# Two hollows that are not alike: sliding one layer of PtS₂ over another

Place a sulphur atom directly on top of another, and the gap between their planes is as wide as the contact between them. Shift the upper atom sideways and it rolls down the flank of the lower one. If the contact length d stays fixed, a sideways offset s leaves a vertical distance h = √(d² − s²). On a triangular net of atoms with spacing a, the largest possible offset from the nearest atom is a/√3, reached in the hollow between three atoms. Since d and a are nearly equal here, the layer should sink by about a fifth of the contact length, or some 0.6 Å, between the on-top position and a hollow.

A count of sites adds a second statement. Each cell of the net has one on-top position and two hollows. A half turn about an axis through a sulphur atom, at right angles to the layers, leaves each facing net unchanged but reverses the slide, and so exchanges the two hollows. If only the facing sulphur planes mattered, the two hollows would have the same energy and the same layer distance.

Sliding of a PtS₂ bilayer, both layers in the same orientation, computed with Ansatz 0.2.0 using PBE with D3(BJ) dispersion, and with the heights of all atoms relaxed at each slide. The runs are non-spin-polarised and use PAW, a 420 eV plane-wave cutoff, a 9×9×1 k mesh, 0.05 eV Gaussian smearing and a dipole correction along z. Energies in eV are per bilayer cell.

| slide u (fractional) | slide v (fractional) | energy over the lowest point of the map (eV) | layer distance (Å) | binding from the two layers apart (meV/angstrom^2) |
| --- | --- | --- | --- | --- |
| 0.0000 | 0.0000 | 0.175 | 3.500 | -17.02 |
| 0.0000 | 0.1667 | 0.163 | 3.400 | -18.15 |
| 0.0000 | 0.3333 | 0.122 | 3.100 | -21.97 |
| 0.0000 | 0.5000 | 0.080 | 2.850 | -25.78 |
| 0.1667 | 0.3333 | 0.134 | 3.170 | -20.87 |
| 0.1667 | 0.6667 | 0.066 | 2.720 | -27.10 |
| 0.3333 | 0.1667 | 0.137 | 3.210 | -20.52 |
| 0.3333 | 0.6667 | 0.000 | 2.360 | -33.17 |
| 0.5000 | 0.3333 | 0.093 | 2.950 | -24.59 |
| 0.6667 | 0.3333 | 0.077 | 2.890 | -26.05 |

Slide u and slide v give the shift of the upper layer as fractions of the two cell vectors, starting from facing sulphur on top of sulphur. The layer distance is measured between the facing planes of sulphur. The two hollows are (1/3, 2/3) and (2/3, 1/3). The first argument gets the direction right for both, since in each the layers lie closer than in the on-top stacking, and the energy is lower too. The second fails: the hollow at (2/3, 1/3) is 0.077 eV higher than the other and its layers are 0.53 Å further apart.

## Why a closer layer is a better-bound layer

Two layers without broken bonds attract each other mainly by dispersion, which strengthens as they approach. Their approach ends where the filled electron shells of facing atoms begin to overlap and repel. Sliding the layer changes the height of this stop much more than it changes the attraction at a given height. A stacking that lets the layers sink further therefore gains more energy. This is standard theory of layered solids; the table contains only the total energy, not its attractive and repulsive parts.

The numbers follow the pattern closely. Energy rises with layer distance throughout, except that (2/3, 1/3) and (0, 1/2) are interchanged by a difference too small to rank. A straight line, fitted by least squares to all ten stackings, rises by 0.155 eV per ångström and typically misses by 0.005 eV. It describes how two results move together and does not by itself identify the cause.

The line is also a local rule. Extended outwards, it would reach the energy of two separate layers at less than 5 Å, where dispersion still attracts. The true curve must flatten at large distance. Within the range of about one ångström that sliding explores, this bend hardly shows.

Even the worst stacking stays bound. With sulphur on top of sulphur, 51% of the strongest binding remains. About half of the adhesion thus survives any of the slides in the table, and the other half depends on how well the layers fit together.

## The hollow that behaves like stacked balls

The hollow at (2/3, 1/3) can be estimated from the on-top row. There the offset is zero, so the contact length is the layer distance itself, 3.50 Å. In the hollow the offset is 2.04 Å. The rolling spheres then give

h = √(3.50² − 2.04²) Å = 2.84 Å,

against a computed distance of 2.89 Å.

The energy follows from the slope of the line. The layer has sunk by 3.50 − 2.84 = 0.66 Å, which is worth 0.66 × 0.155 = 0.10 eV. Starting from 0.175 eV at the top of the map, this leaves about 0.07 eV, close to the computed 0.077 eV. The contact length came from the on-top row alone, but the slope came from a fit that included both of these rows, so only the distance is an independent estimate. The agreement in energy should not be read more finely than 0.01 eV, because the line itself misses this row by nearly that much.

For this stacking, then, sulphur atoms act much like balls of fixed size. The same estimate applies unchanged to (1/3, 2/3), where the offset is the same. There it goes badly wrong.

## The hollow that sinks too far

At (1/3, 2/3) the layers approach to 2.36 Å, almost half an ångström closer than the spheres allow. The shortest sulphur–sulphur contact across the gap is 3.12 Å, compared with 3.54 Å in the other hollow. Each facing sulphur atom has three such contacts in both cases. Neither the number of neighbours nor the sideways offset can therefore explain the difference.

The energy line still holds in this row: given the computed distance, it places the energy within 0.01 eV of the right value. The simple picture thus breaks at its first step, the contact length, and not at the second, the gain from coming closer. What needs explaining is why sulphur atoms can approach so closely in one hollow and not in the other.

The difference must come from what lies behind the facing planes. Each sulphur atom is bonded to three platinum atoms of its own layer, and this gives it a direction. Its lone pair points straight out into the gap, while the extensions of its three Pt–S bonds point out obliquely. In the lowest stacking, the three contacts nearly follow these extensions, with an angle of 162° from platinum through sulphur to the sulphur opposite. In the other hollow the contacts point between the extensions, and the widest such angle is only 132°, if the layers keep the same internal shape.

Bonding theory explains why this direction should matter. Behind a Pt–S bond, the electron cloud of sulphur is thinner than it is along the lone pair. The empty antibonding orbital of the bond also has a lobe there, into which a filled p orbital of the opposite sulphur can donate some charge. Both effects permit a shorter contact, and the second adds some attraction. Sulphur is then not a ball but a body with thick and thin sides, and the lowest stacking brings the thin sides together.

A second explanation fits the same distances. In the higher hollow, the facing sulphur atom stands directly above a platinum atom of the other layer, 4.11 Å away. If the layers sank as far as they do in the lowest stacking, this distance would shrink by 0.53 Å to 3.58 Å, and the electrons of platinum might resist. The shortest distance between sulphur and platinum across the gap is in fact nearly the same in both hollows. The directed sulphur contact and the resistance of platinum may both contribute, and these results do not separate them.

## How the difference fades away from the hollows

Two further pairs of stackings are related by a reversed slide, once the symmetry of the layers is taken into account. The first, (1/6, 2/3) and (1/2, 1/3), lies partway down towards the hollows and differs by 0.027 eV. The second, (1/6, 1/3) and (1/3, 1/6), lies nearer the on-top position and differs by only 0.003 eV, which is too little to rank its members. At the on-top position itself the difference must vanish, because a slide of zero is its own reverse.

Some growth towards the hollows is demanded by symmetry alone. In the simplest wave that obeys it, the differences for these two pairs and the hollows, taken from the top downwards, would stand as 1 to 2 to 3. The computed ones grow much faster, from 0.003 through 0.027 to 0.077 eV. This fits a short-ranged cause: when the layers are held far apart, the upper one feels little more than the outermost sulphur plane. As they approach, bond directions and deeper atoms begin to count. The stacking (1/6, 2/3) already shows the effect strongly. Its distance of 2.72 Å is 0.23 Å less than that of its partner, although the sideways offset is the same.

The other intermediate stackings show a milder form of the same failure. In most of them the spheres hold the layers apart by 0.1 to 0.2 Å too much. In these stackings an oblique contact is shorter than the head-on one, as the picture of an outward-pointing lone pair suggests. The higher hollow is the exception: its contact of 3.54 Å is slightly longer than the head-on 3.50 Å, so its good agreement with the spheres may be partly a cancellation of errors.

The energy map as a whole is not a simple wave. The smoothest map with the right symmetry has a constant, one set of cosines and one set of sines, each with the repeat of the lattice. Fitted by least squares to all ten stackings, it leaves the lowest point about 0.03 eV too high. It also predicts a difference of about 0.02 eV for the pair nearest the on-top position, where the calculation finds almost none. The real map has a broad, rounded top and a narrow, deep well, as expected if the layers feel each other's relief more strongly the further they sink.

## What the map means for sliding

The top of the map is not the barrier to sliding. A layer that starts from the lowest stacking can pass between the on-top positions, over a bridge such as (0, 1/2), where each facing sulphur atom sits midway between two others. The energy there is 0.080 eV, or 46% of the top. From the bridge the energy still rises a little towards the higher hollow, so the pass lies between the two. The higher hollow itself is a shallow dip: the nearest stackings on the map around it are all equivalent to (1/2, 1/3), at 0.093 eV. The exact pass was not located, and the bridge gives only the rough size of the resistance per cell when the whole layer moves in step.

The depth of the well deserves some caution too. In the lowest stacking the platinum planes are 4.80 Å apart, while the measured spacing in the bulk crystal is, as a rough recalled value, 5.0 Å. A bilayer need not match the bulk exactly, but the comparison suggests that this combination of functional and dispersion correction pulls the layers too close. If the difference between the hollows has a short-ranged cause, it grows as the gap closes, and its computed size may then be too large as well. For thicker stacks, energies taken from so thin a slab may be off by as much as the two hollows differ, so the map speaks for the bilayer only.

Two things thus order the map of PtS₂. The sideways offset of the facing sulphur atoms separates the on-top stacking from the hollows. What lies behind the facing planes then decides which hollow wins. One bilayer cannot show whether other layered sulphides prefer the same hollow.
